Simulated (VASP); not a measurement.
# I (Im-3m) in VASP: a series of runs

One crystal, I, is run at these levels: PBE; tasks: single point.

Program: VASP 6.6.1. These are calculated values, not measurements. Logs are shortened: lines on timing, memory, paths and dates and some standing lists are left out, and cuts for length are marked.

### Step 1. Starting point

The structure is cubic, space group Im-3m (No. 229). The conventional cell has a = 4.179 Å, b = 4.179 Å, c = 4.179 Å, α = 90.00°, β = 90.00°, γ = 90.00°. I (site symmetry m-3m) has 8 I at 3.62 Å as nearest neighbours.

The real solid is made of molecules; this cell is a model form.

### Step 2. Single point, PBE

Contents of INCAR:

```
SYSTEM = I
PREC = Accurate
ENCUT = 400
EDIFF = 1E-6
ISMEAR = 0
SIGMA = 0.05
LREAL = .FALSE.
LASPH = .TRUE.
NELM = 100
ALGO = Normal
ISIF = 2
LWAVE = .FALSE.
LCHARG = .FALSE.
GGA = PE
NBANDS = 10
ADDGRID = .FALSE.
```

Contents of KPOINTS:

```
Automatic mesh
0
G
  3 3 3
  0 0 0
```

Contents of POSCAR:

```
I
1.0
   -2.0893754423      2.0893754423      2.0893754423
    2.0893754423     -2.0893754423      2.0893754423
    2.0893754423      2.0893754423     -2.0893754423
I
1
Direct
    0.0000000000      0.0000000000      0.0000000000
```

Potentials or basis: VASP PAW PBE potentials, release 64 (I).

Run with:

```sh
> cat potpaw_PBE.64/I/POTCAR > POTCAR
> mpirun -np 1 vasp_std > vasp.out
```

OUTCAR:

```text
SYSTEM = I
   PREC = Accurate
   ENCUT = 400
   EDIFF = 1E-6
   ISMEAR = 0
   LREAL = .FALSE.
   LASPH = .TRUE.
   NELM = 100
   ISIF = 2
   GGA = PE

 Found      4 irreducible k-points:

 Following reciprocal coordinates:
            Coordinates               Weight
  0.000000  0.000000  0.000000      1.000000
  0.333333  0.000000  0.000000     12.000000
  0.333333  0.333333  0.000000      8.000000
 -0.333333  0.333333  0.333333      6.000000
   k-points           NKPTS =      4   k-points in BZ     NKDIM =      4   number of bands    NBANDS=     10
   number of dos      NEDOS =    301   number of ions     NIONS =      1
   total plane-waves  NPLWV =  13824
   dimension x,y,z NGX =    24 NGY =   24 NGZ =   24
   dimension x,y,z NGXF=    48 NGYF=   48 NGZF=   48
   ions per type =               1
   NGX,Y,Z   is equivalent  to a cutoff of  11.03, 11.03, 11.03 a.u.
   NGXF,Y,Z  is equivalent  to a cutoff of  22.05, 22.05, 22.05 a.u.
 SYSTEM =  I
   PREC   = accura    normal or accurate (medium, high low for compatibility)
   ISTART =      0    job   : 0-new  1-cont  2-samecut
   ICHARG =      2    charge: 1-file 2-atom 10-const
   ISPIN  =      1    spin polarized calculation?
   LNONCOLLINEAR =      F non collinear calculations
   LSORBIT =      F    spin-orbit coupling
   LASPH  =      T    aspherical Exc in radial PAW
   ENCUT  =  400.0 eV  29.40 Ry    5.42 a.u.   5.90  5.90  5.90*2*pi/ulx,y,z
   NELM   =    100;   NELMIN=  2; NELMDL= -5     # of ELM steps
   EDIFF  = 0.1E-05   stopping-criterion for ELM
   LREAL  =      F    real-space projection
   EDIFFG = 0.1E-04   stopping-criterion for IOM
   NSW    =      0    number of steps for IOM
   IBRION =     -1    ionic relax: 0-MD 1-quasi-New 2-CG
   NFREE  =      0    steps in history (QN), initial steepest desc. (CG)
   ISIF   =      2    stress and relaxation
   ISYM   =      2    0-nonsym 1-usesym 2-fastsym
   POTIM  = 0.5000    time-step for ionic-motion
   TEBEG  =    0.0;   TEEND  =   0.0 temperature during run
   PSTRESS=    0.0 pullay stress
   NELECT =       7.0000    total number of electrons
   NUPDOWN=      -1.0000    fix difference up-down
   EMIN   =  10.00;   EMAX   =-10.00  energy-range for DOS
   EFERMI =   0.00;   METHOD = LEGACY
   ISMEAR =     0;   SIGMA  =   0.05  broadening in eV -4-tet -1-fermi 0-gaus
   EFERMI_NEDOS =   21; number of points for ismear=-14 and -15
   IALGO  =     38    algorithm
   IMIX   =      4    mixing-type and parameters
     AMIX     =   0.40;   BMIX     =  1.00
     AMIX_MAG =   1.60;   BMIX_MAG =  1.00
  volume/ion in A,a.u.               =      36.48       246.21
  Fermi-wavevector in a.u.,A,eV,Ry     =   0.944215  1.784308 12.130172  0.891543
  Thomas-Fermi vector in A             =   2.071998
   LORBIT       =      0    0 simple, 1 ext, 2 COOP (PROOUT), +10 PAW based schemes
   GGA     = PE    functional components
   LHFCALC =     F    Hartree Fock is set to
   AEXX    =    0.0000 exact exchange contribution
   IVDW    =     0    specifies the selected vdW correction
   LEPSILON=     F    determine dielectric tensor
   LRPA    =     F    only Hartree local field effects (RPA)
 non-spin polarized calculation
 Gauss-broadening in eV      SIGMA  =   0.05
  energy-cutoff  :      400.00
  volume of cell :       36.48
 maximum number of plane-waves:       675
   NGX = 11   NGY = 11   NGZ = 11

 number of electron       6.9999996 magnetization

 Free energy of the ion-electron system (eV)
  ---------------------------------------------------
  ext. energy  EPLUGINS =         0.00000000
  ---------------------------------------------------
  free energy    TOTEN  =        -1.16425812 eV

  energy without entropy =       -1.15778876  energy(sigma->0) =       -1.16102344

 E-fermi :   4.6516     XC(G=0):  -8.8953

 val. band max:        4.0273572061   @ k =   0.3333   0.3333   0.0000
 cond. band min:       4.6922526472   @ k =   0.3333   0.0000   0.0000
 fundamental gap:      0.6648954412
 Fermi energy:         4.6515816549

 k-point     1 :       0.0000    0.0000    0.0000
  band No.  band energies     occupation
      1      -9.1507      2.00000
      2       4.9193      0.00000
      3       4.9193      0.00000
      4       4.9193      0.00000
      5      10.9764      0.00000
      6      13.8797      0.00000
      7      13.8797      0.00000
      8      13.8797      0.00000
      9      16.1291      0.00000
     10      16.1291      0.00000

 k-point     2 :       0.3333    0.0000    0.0000
  band No.  band energies     occupation
      1      -8.1993      2.00000
      2       0.8976      2.00000
      3       3.6695      2.00000
      4       4.6923      0.25000
      5      10.4559      0.00000
      6      11.7264      0.00000
      7      15.5315      0.00000
      8      15.7901      0.00000
      9      17.7086      0.00000
     10      18.3541      0.00000

 k-point     3 :       0.3333    0.3333    0.0000
  band No.  band energies     occupation
      1      -7.5744      2.00000
      2       0.9652      2.00000
      3       0.9652      2.00000
      4       4.0274      2.00000
      5      11.3445      0.00000
      6      13.8599      0.00000
      7      13.8599      0.00000
      8      17.6354      0.00000
      9      17.6354      0.00000
     10      19.8067      0.00000

 k-point     4 :      -0.3333    0.3333    0.3333
  band No.  band energies     occupation
      1      -7.4451      2.00000
      2       1.3920      2.00000
      3       2.2923      2.00000
      4       2.2923      2.00000
      5       9.5878      0.00000
      6      11.8099      0.00000
      7      16.0407      0.00000
      8      16.0407      0.00000
      9      17.0365      0.00000
     10      17.9592      0.00000

------------------------ aborting loop because EDIFF is reached ----------------------------------------

  FORCE on cell =-STRESS in cart. coord.  units (eV):
  Direction    XX          YY          ZZ          XY          YZ          ZX
  --------------------------------------------------------------------------------------
  -------------------------------------------------------------------------------------
  Total       -0.0107980     -0.0107980     -0.0107980     -0.0000000      0.0000000     -0.0000000
  in kB       -0.4741832     -0.4741832     -0.4741832     -0.0000000      0.0000000     -0.0000000
  external PRESSURE =      -0.4741832 kB  Pullay stress =       0.0000000 kB

 VOLUME and BASIS-vectors are now :
 -----------------------------------------------------------------------------
  energy-cutoff  :      400.00
  volume of cell :       36.48
      direct lattice vectors                 reciprocal lattice vectors
    -2.089375442  2.089375442  2.089375442     0.000000000  0.239305962  0.239305962
     2.089375442 -2.089375442  2.089375442     0.239305962  0.000000000  0.239305962
     2.089375442  2.089375442 -2.089375442     0.239305962  0.239305962  0.000000000

 POSITION                                       TOTAL-FORCE (eV/Angst)
 -----------------------------------------------------------------------------------
      0.00000      0.00000      0.00000         0.000000     -0.000000     -0.000000
 -----------------------------------------------------------------------------------
    total drift:                                0.000000     -0.000000     -0.000000

  FREE ENERGIE OF THE ION-ELECTRON SYSTEM (eV)
  ---------------------------------------------------
  free  energy   TOTEN  =        -1.1642581166 eV

  energy  without entropy=       -1.1577887643  energy(sigma->0) =       -1.16102344
```

It took 2 s on 1 thread of Intel Xeon Platinum 8488C (Sapphire Rapids), shared host; peak memory 0.13 GiB.

The run converged, but some of its settings lie outside the range that counts as converged, so its numbers aren't taken as properties of the crystal.

What came out:

| Property | Result |
| --- | --- |
| Free energy | -1.1643 eV |
| Pressure | 0.0 GPa |
| Band gap on the k mesh | none (metal or under the smearing width) |

Caveat: the k mesh is coarse (spacing up to 0.71 Å⁻¹), so the values aren't converged; an odd number of electrons without spin polarisation forces a metal; a magnetic or distorted state may lie lower.

### Step 3. Single point, PBE

This run uses another cell than the first one, of the same volume but with other edges.

INCAR is that of step 2.

KPOINTS is that of step 2.

Contents of POSCAR:

```
I
1.0
   -2.1240960000      2.1667550000      2.1089740000
    2.1114880000     -2.1329730000      2.0625830000
    2.0399160000      2.0487930000     -2.0751920000
I
1
Direct
    0.0126280000     -0.0160290000     -0.0040210000
```

Potentials or basis: VASP PAW PBE potentials, release 64 (I).

Run with:

```sh
> cat potpaw_PBE.64/I/POTCAR > POTCAR
> mpirun -np 1 vasp_std > vasp.out
```

Run time: 3.1 s. Hardware: 1 thread of Intel Xeon Platinum 8488C (Sapphire Rapids), shared host; peak memory 0.13 GiB.

These settings aren't checked as converged: the numbers below hold their error.

Results:

* Free energy: -1.1747 eV
* Pressure: -0.1 GPa
* Band gap on the k mesh: none (metal or under the smearing width)

Caveat: the k mesh is coarse (spacing up to 0.72 Å⁻¹), so the values aren't converged; an odd number of electrons without spin polarisation forces a metal; a magnetic or distorted state may lie lower.

### Step 4. For comparison

An earlier run on the cell as given: functional PBE; potentials or basis VASP PAW PBE potentials, release 64 (I); cutoff 520 eV; k mesh 9 × 9 × 9; occupations fermi-dirac, width 0.05 eV; no spin polarisation.

- Pressure: -0.2 GPa
- Band gap on the k mesh: none (metal or under the smearing width)
